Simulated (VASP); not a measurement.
# Te2Pt (Moncheite) (P-3m1) in VASP: further runs

The runs below take Te2Pt (Moncheite) through single point, relaxation of cell and atoms, with PBE+D3(BJ).

Program: VASP 6.6.1. These are calculated values, not measurements. Logs are shortened: lines on timing, memory, paths and dates and some standing lists are left out, and cuts for length are marked.

### Step 1. The structure

The structure is trigonal, space group P-3m1 (No. 164). Conventional cell: a = 4.010 Å, b = 4.010 Å, c = 5.201 Å, α = 90.00°, β = 90.00°, γ = 120.00°. Te (site symmetry 3m) is surrounded by 3 Pt at 2.66 Å. Pt (site symmetry -3m) is surrounded by 6 Te at 2.66 Å.

### Step 2. Single point, PBE+D3(BJ)

INCAR

```
  PREC = Accurate
  ENCUT = 520
  EDIFF = 1E-6
  ISMEAR = 0
  SIGMA = 0.1
  LREAL = F
  LASPH = T
  NELM = 60
  ALGO = Normal
  ISIF = 2
  LWAVE = F
  LCHARG = F
  GGA = PE
  IVDW = 12
  NBANDS = 18
```

KPOINTS

```
regular mesh
0
Gamma
  6 6 4
```

POSCAR

```
Te2Pt
1.0
    4.0100000000      0.0000000000      0.0000000000
   -2.0050000000      3.4727618692      0.0000000000
    0.0000000000      0.0000000000      5.2010000000
Te Pt
2 1
Direct
    0.3333333333      0.6666666667      0.2500000000
    0.6666666667      0.3333333333      0.7500000000
    0.0000000000      0.0000000000      0.0000000000
```

Potentials or basis: VASP PAW PBE potentials, release 64 (Te, Pt).

The run is started by

```sh
$ cat potpaw_PBE.64/Te/POTCAR potpaw_PBE.64/Pt/POTCAR > POTCAR
$ mpirun -np 1 vasp_std > vasp.out
```

OUTCAR:

```text
PREC = Accurate
   ENCUT = 520
   EDIFF = 1E-6
   ISMEAR = 0
   LREAL = F
   LASPH = T
   NELM = 60
   ISIF = 2
   GGA = PE
   IVDW = 12
 IVDW          = 12

 ion  position               nearest neighbor table
   1  0.333  0.667  0.250-   3 2.66   3 2.66   3 2.66   2 3.48   2 3.48   2 3.48   2 3.48   2 3.48
                             2 3.48
   2  0.667  0.333  0.750-   3 2.66   3 2.66   3 2.66   1 3.48   1 3.48   1 3.48   1 3.48   1 3.48
                             1 3.48
   3  0.000  0.000  0.000-   1 2.66   2 2.66   2 2.66   1 2.66   2 2.66   1 2.66

  LATTYP: Found a hexagonal cell.
 ALAT       =     4.0100000000
 C/A-ratio  =     1.2970074813

  Lattice vectors:

 A1 = (   4.0100000000,   0.0000000000,   0.0000000000)
 A2 = (  -2.0050000000,   3.4727618692,   0.0000000000)
 A3 = (   0.0000000000,   0.0000000000,   5.2010000000)

Analysis of symmetry for initial positions (statically):
=====================================================================
 Subroutine PRICEL returns:
 Original cell was already a primitive cell.

 Routine SETGRP: Setting up the symmetry group for a
 hexagonal supercell.

 Subroutine GETGRP returns: Found 12 space group operations
 (whereof 12 operations were pure point group operations)
 out of a pool of 24 trial point group operations.

The static configuration has the point symmetry D_3d.

Analysis of symmetry for dynamics (positions and initial velocities):
=====================================================================
 Subroutine PRICEL returns:
 Original cell was already a primitive cell.

 Routine SETGRP: Setting up the symmetry group for a
 hexagonal supercell.

 Subroutine GETGRP returns: Found 12 space group operations
 (whereof 12 operations were pure point group operations)
 out of a pool of 24 trial point group operations.

The dynamic configuration has the point symmetry D_3d.

 Subroutine INISYM returns: Found 12 space group operations
 (whereof 12 operations are pure point group operations),
 and found     1 'primitive' translations

----------------------------------------------------------------------------------------

                                     Primitive cell

  volume of cell :      72.4280

[... 86 lines left out ...]
   LASPH  =      T    aspherical Exc in radial PAW
   ENCUT  =  520.0 eV  38.22 Ry    6.18 a.u.   7.46  7.46  9.67*2*pi/ulx,y,z
   NELM   =     60;   NELMIN=  2; NELMDL= -5     # of ELM steps
   EDIFF  = 0.1E-05   stopping-criterion for ELM
   LREAL  =      F    real-space projection
   EDIFFG = 0.1E-04   stopping-criterion for IOM
   NSW    =      0    number of steps for IOM
   IBRION =     -1    ionic relax: 0-MD 1-quasi-New 2-CG
   NFREE  =      0    steps in history (QN), initial steepest desc. (CG)
   ISIF   =      2    stress and relaxation
   ISYM   =      2    0-nonsym 1-usesym 2-fastsym
   POTIM  = 0.5000    time-step for ionic-motion
   TEBEG  =    0.0;   TEEND  =   0.0 temperature during run
   PSTRESS=    0.0 pullay stress
   NELECT =      22.0000    total number of electrons
   NUPDOWN=      -1.0000    fix difference up-down
   EMIN   =  10.00;   EMAX   =-10.00  energy-range for DOS
   EFERMI =   0.00;   METHOD = LEGACY
   ISMEAR =     0;   SIGMA  =   0.10  broadening in eV -4-tet -1-fermi 0-gaus
   EFERMI_NEDOS =   21; number of points for ismear=-14 and -15
   IALGO  =     38    algorithm
   IMIX   =      4    mixing-type and parameters
     AMIX     =   0.40;   BMIX     =  1.00
     AMIX_MAG =   1.60;   BMIX_MAG =  1.00
  volume/ion in A,a.u.               =      24.14       162.92
  Fermi-wavevector in a.u.,A,eV,Ry     =   1.100475  2.079597 16.477281  1.211046
  Thomas-Fermi vector in A             =   2.236887
   LORBIT       =      0    0 simple, 1 ext, 2 COOP (PROOUT), +10 PAW based schemes
   GGA     = PE    functional components
   LHFCALC =     F    Hartree Fock is set to
   AEXX    =    0.0000 exact exchange contribution
   IVDW    =    12    specifies the selected vdW correction
   LEPSILON=     F    determine dielectric tensor
   LRPA    =     F    only Hartree local field effects (RPA)
 non-spin polarized calculation
 Gauss-broadening in eV      SIGMA  =   0.10
  energy-cutoff  :      520.00
  volume of cell :       72.43
 maximum number of plane-waves:      1976
 NGX is ok and might be reduce to    30
   NGX = 15   NGY = 15   NGZ = 19

 number of electron      21.9999997 magnetization

 Free energy of the ion-electron system (eV)
  ---------------------------------------------------
  ext. energy  EPLUGINS =         0.00000000
  ---------------------------------------------------
  free energy    TOTEN  =       -13.42897535 eV

  energy without entropy =      -13.42529326  energy(sigma->0) =      -13.42713431

 E-fermi :   9.0108     XC(G=0): -10.5674

 val. band max:        8.9638588005   @ k =   0.0000   0.3333   0.2500
 cond. band min:       9.0655740221   @ k =   0.0000   0.0000   0.2500
 fundamental gap:      0.1017152216
 Fermi energy:         9.0107542894

 k-point     1 :       0.0000    0.0000    0.0000
  band No.  band energies     occupation
      1      -5.3512      2.00000
      2      -1.7834      2.00000
      3       2.0505      2.00000
      4       2.8442      2.00000
      5       2.8442      2.00000
      6       4.9231      2.00000
[... 481 lines left out ...]
      5       2.6518      2.00000
      6       4.7028      2.00000
[... 10 lines left out ...]
     17      15.9664      0.00000
     18      17.1656      0.00000

------------------------ aborting loop because EDIFF is reached ----------------------------------------

 Edisp (eV)   -1.69327

 E8    (eV) :    -0.7764

  FORCE on cell =-STRESS in cart. coord.  units (eV):
  Direction    XX          YY          ZZ          XY          YZ          ZX
  --------------------------------------------------------------------------------------
  -------------------------------------------------------------------------------------
  Total       2.29670     2.29670     1.65912     0.00000     0.00000     0.00000
  in kB      50.80518    50.80518    36.70143     0.00000     0.00000     0.00000
  external pressure =       46.10 kB  Pullay stress =        0.00 kB

 VOLUME and BASIS-vectors are now :
 -----------------------------------------------------------------------------
  energy-cutoff  :      520.00
  volume of cell :       72.43
      direct lattice vectors                 reciprocal lattice vectors
     4.010000000  0.000000000  0.000000000     0.249376559  0.143977623  0.000000000
    -2.005000000  3.472761869  0.000000000     0.000000000  0.287955246  0.000000000
     0.000000000  0.000000000  5.201000000     0.000000000  0.000000000  0.192270717

 POSITION                                       TOTAL-FORCE (eV/Angst)
 -----------------------------------------------------------------------------------
     -0.00000      2.31517      1.30025        -0.000000      0.000000      1.065657
      2.00500      1.15759      3.90075         0.000000     -0.000000     -1.065657
      0.00000      0.00000      0.00000         0.000000      0.000000      0.000000
 -----------------------------------------------------------------------------------
    total drift:                                0.000000      0.000000     -0.000000

  FREE ENERGIE OF THE ION-ELECTRON SYSTEM (eV)
  ---------------------------------------------------
  free  energy   TOTEN  =       -15.1222410233 eV

  energy  without entropy=      -15.1185589320  energy(sigma->0) =      -15.12039998
```

OSZICAR:

```text
N       E                     dE             d eps       ncg     rms          rms(c)
DAV:   1     0.102993268239E+03    0.10299E+03   -0.92553E+03   872   0.104E+03
DAV:   2    -0.936380895515E+01   -0.11236E+03   -0.10880E+03  1044   0.194E+02
DAV:   3    -0.137804479863E+02   -0.44166E+01   -0.43875E+01  1056   0.385E+01
DAV:   4    -0.138349119494E+02   -0.54464E-01   -0.54450E-01  1072   0.470E+00
DAV:   5    -0.138360762510E+02   -0.11643E-02   -0.11643E-02  1042   0.622E-01    0.142E+01
DAV:   6    -0.135470514929E+02    0.28902E+00   -0.20648E+00   920   0.120E+01    0.915E+00
DAV:   7    -0.134587262215E+02    0.88325E-01   -0.49695E-01   900   0.648E+00    0.394E+00
DAV:   8    -0.134295608876E+02    0.29165E-01   -0.67300E-02   934   0.224E+00    0.754E-01
DAV:   9    -0.134288582231E+02    0.70266E-03   -0.78892E-03   962   0.675E-01    0.260E-01
DAV:  10    -0.134289704711E+02   -0.11225E-03   -0.60724E-04  1012   0.159E-01    0.917E-02
DAV:  11    -0.134289770437E+02   -0.65726E-05   -0.47294E-05   974   0.467E-02    0.578E-02
DAV:  12    -0.134289744018E+02    0.26418E-05   -0.66101E-06   948   0.200E-02    0.307E-02
DAV:  13    -0.134289754088E+02   -0.10070E-05   -0.47718E-06   914   0.144E-02    0.337E-03
DAV:  14    -0.134289753540E+02    0.54782E-07   -0.63435E-07   486   0.561E-03
   1 F= -.15122241E+02 E0= -.15120400E+02  d E =-.368209E-02
```

It took 13 s on 1 thread of Intel Xeon 6975P-C (Granite Rapids), shared host; peak memory 0.19 GiB.

Results:

```
Free energy                : -15.1222 eV
Pressure                   : 4.6 GPa
Largest force              : 1.066 eV/Å
Band gap on the k mesh     : none (metal or under the smearing width)
Dispersion energy per atom : -0.564 eV
```

Forces on the atoms (eV/Å):
```
Te   0.000  0.000  1.066
Te   0.000  0.000 -1.066
Pt   0.000  0.000  0.000
```

Stress tensor (GPa, compression positive):
```
5.08 0.00 0.00
0.00 5.08 0.00
0.00 0.00 3.67
```

Levels at points of the mesh, in eV from the Fermi level:
```
           k point  band 9  band 10  band 11  band 12  band 13  band 14
(0.00, 0.00, 0.00)   -0.63    -0.63     1.13     1.13     1.31     2.67
(0.50, 0.00, 0.00)   -3.63    -3.53    -2.97     0.19     2.58     3.63
(0.00, 0.00, 0.50)   -1.40    -1.20    -1.20     2.24     2.24     3.98
(0.50, 0.00, 0.50)   -3.43    -2.75    -0.83     0.59     1.35     4.23
```

Caveat: pairwise dispersion overbinds metals, which lowers pressure and volume; forces of over 1 eV/Å show positions far from the minimum, so gaps and moduli don't describe the material at rest. Spin-orbit coupling is left out, which matters for the levels of Pt, Te.

### Step 3. Single point, PBE+D3(BJ) (cell and atoms relaxed tightly for response)

INCAR

```
SYSTEM = Te2Pt
  PREC = Accurate
  ENCUT = 520
  EDIFF = 1E-6
  ISMEAR = -1
  SIGMA = 0.15
  LREAL = .False.
  LASPH = .True.
  NELM = 100
  ALGO = Fast
  ISIF = 2
  LWAVE = .False.
  LCHARG = .False.
  GGA = PE
  IVDW = 12
  NBANDS = 18
```

KPOINTS

```
Automatic mesh
0
Gamma
  12 12 8
  0 0 0
```

POSCAR

```
Te2Pt
1.0
    4.0519534853      0.0000000000      0.0000000000
   -2.0259767426      3.5090946532      0.0000000000
    0.0000000000      0.0000000000      5.0999101399
Te Pt
2 1
Direct
    0.3333333333      0.6666666667      0.2671282086
    0.6666666667      0.3333333333      0.7328717914
    0.0000000000      0.0000000000      0.0000000000
```

Potentials or basis: VASP PAW PBE potentials, release 64 (Te, Pt).

The run is started by

```sh
$ cat potpaw_PBE.64/Te/POTCAR potpaw_PBE.64/Pt/POTCAR > POTCAR
$ mpirun -np 1 vasp_std > vasp.out
```

OUTCAR:

```text
SYSTEM = Te2Pt
   PREC = Accurate
   ENCUT = 520
   EDIFF = 1E-6
   ISMEAR = -1
   LREAL = .False.
   LASPH = .True.
   NELM = 100
   ISIF = 2
   GGA = PE
   IVDW = 12
 IVDW          = 12

 ion  position               nearest neighbor table
   1  0.333  0.667  0.267-   3 2.71   3 2.71   3 2.71   2 3.33   2 3.33   2 3.33   2 3.59   2 3.59
                             2 3.59
   2  0.667  0.333  0.733-   3 2.71   3 2.71   3 2.71   1 3.33   1 3.33   1 3.33   1 3.59   1 3.59
                             1 3.59
   3  0.000  0.000  0.000-   1 2.71   2 2.71   1 2.71   2 2.71   2 2.71   1 2.71

  LATTYP: Found a hexagonal cell.
 ALAT       =     4.0519534853
 C/A-ratio  =     1.2586299814

  Lattice vectors:

 A1 = (   4.0519534853,   0.0000000000,   0.0000000000)
 A2 = (  -2.0259767426,   3.5090946532,   0.0000000000)
 A3 = (   0.0000000000,   0.0000000000,   5.0999101399)

Analysis of symmetry for initial positions (statically):
=====================================================================
 Subroutine PRICEL returns:
 Original cell was already a primitive cell.

 Routine SETGRP: Setting up the symmetry group for a
 hexagonal supercell.

 Subroutine GETGRP returns: Found 12 space group operations
 (whereof 12 operations were pure point group operations)
 out of a pool of 24 trial point group operations.

The static configuration has the point symmetry D_3d.

Analysis of symmetry for dynamics (positions and initial velocities):
=====================================================================
 Subroutine PRICEL returns:
 Original cell was already a primitive cell.

 Routine SETGRP: Setting up the symmetry group for a
 hexagonal supercell.

 Subroutine GETGRP returns: Found 12 space group operations
 (whereof 12 operations were pure point group operations)
 out of a pool of 24 trial point group operations.

The dynamic configuration has the point symmetry D_3d.
[... 118 lines left out ...]
   IALGO  =     68    algorithm
   IMIX   =      4    mixing-type and parameters
     AMIX     =   0.40;   BMIX     =  1.00
     AMIX_MAG =   1.60;   BMIX_MAG =  1.00
  volume/ion in A,a.u.               =      24.17       163.12
  Fermi-wavevector in a.u.,A,eV,Ry     =   1.100040  2.078774 16.464239  1.210087
  Thomas-Fermi vector in A             =   2.236444
   LORBIT       =      0    0 simple, 1 ext, 2 COOP (PROOUT), +10 PAW based schemes
   GGA     = PE    functional components
   LHFCALC =     F    Hartree Fock is set to
   AEXX    =    0.0000 exact exchange contribution
   IVDW    =    12    specifies the selected vdW correction
   LEPSILON=     F    determine dielectric tensor
   LRPA    =     F    only Hartree local field effects (RPA)
 non-spin polarized calculation
 RMM-DIIS sequential band-by-band and
  energy-cutoff  :      520.00
  volume of cell :       72.51
 maximum number of plane-waves:      1976
   NGX = 15   NGY = 15   NGZ = 19

 number of electron      21.9999996 magnetization

 Free energy of the ion-electron system (eV)
  ---------------------------------------------------
  ext. energy  EPLUGINS =         0.00000000
  ---------------------------------------------------
  free energy    TOTEN  =       -13.56430310 eV

  energy without entropy =      -13.47676205  energy(sigma->0) =      -13.52053257

 E-fermi :   8.7792     XC(G=0): -10.6155

 val. band max:        8.7771368514   @ k =   0.0000   0.2500   0.2500
 cond. band min:       8.8042739808   @ k =  -0.0833   0.2500   0.3750
 fundamental gap:      0.0271371294
 Fermi energy:         8.7791712612

 k-point     1 :       0.0000    0.0000    0.0000
  band No.  band energies     occupation
      1      -5.2445      2.00000
      2      -1.6462      2.00000
      3       2.0936      2.00000
      4       3.1990      2.00000
      5       3.1990      2.00000
      6       5.1544      2.00000
[... 481 lines left out ...]
      5       3.6908      2.00000
      6       4.6761      2.00000
[... 10 lines left out ...]
     17      15.9296      0.00000
     18      16.1620      0.00000

 [... further k-points ...]

------------------------ aborting loop because EDIFF is reached ----------------------------------------

 Edisp (eV)   -1.69613

 E8    (eV) :    -0.7785

  FORCE on cell =-STRESS in cart. coord.  units (eV):
  Direction    XX          YY          ZZ          XY          YZ          ZX
  --------------------------------------------------------------------------------------
  -------------------------------------------------------------------------------------
  Total      -0.10910    -0.10910    -0.08430    -0.00000     0.00000     0.00000
  in kB      -2.41054    -2.41054    -1.86249    -0.00000     0.00000     0.00000
  external pressure =       -2.23 kB  Pullay stress =        0.00 kB

 VOLUME and BASIS-vectors are now :
 -----------------------------------------------------------------------------
  energy-cutoff  :      520.00
  volume of cell :       72.51
      direct lattice vectors                 reciprocal lattice vectors
     4.051953485  0.000000000  0.000000000     0.246794541  0.142486895  0.000000000
    -2.025976743  3.509094653  0.000000000     0.000000000  0.284973789  0.000000000
     0.000000000  0.000000000  5.099910140     0.000000000  0.000000000  0.196081886

 POSITION                                       TOTAL-FORCE (eV/Angst)
 -----------------------------------------------------------------------------------
     -0.00000      2.33940      1.36233         0.000000      0.000000     -0.008293
      2.02598      1.16970      3.73758        -0.000000      0.000000      0.008293
      0.00000      0.00000      0.00000         0.000000      0.000000      0.000000
 -----------------------------------------------------------------------------------
    total drift:                               -0.000000     -0.000000     -0.000000

  FREE ENERGIE OF THE ION-ELECTRON SYSTEM (eV)
  ---------------------------------------------------
  free  energy   TOTEN  =       -15.2604325873 eV

  energy  without entropy=      -15.1728915368  energy(sigma->0) =      -15.21666206
```

It took 91 s on 1 thread of Intel Xeon 6975P-C (Granite Rapids), shared host; peak memory 0.32 GiB.

Results:

- Free energy: -15.2604 eV
- Pressure: -0.2 GPa
- Largest force: 0.008 eV/Å
- Band gap on the k mesh: none (metal or under the smearing width)
- Dispersion energy per atom: -0.565 eV

Forces in eV/Å, atoms in the order of the input:
```
Te   0.000  0.000 -0.008
Te   0.000  0.000  0.008
Pt   0.000  0.000  0.000
```

Caveat: pairwise dispersion overbinds metals, which lowers pressure and volume. The run has no spin-orbit coupling, so splittings on Pt, Te are missing.

[end of part 1 of 2]
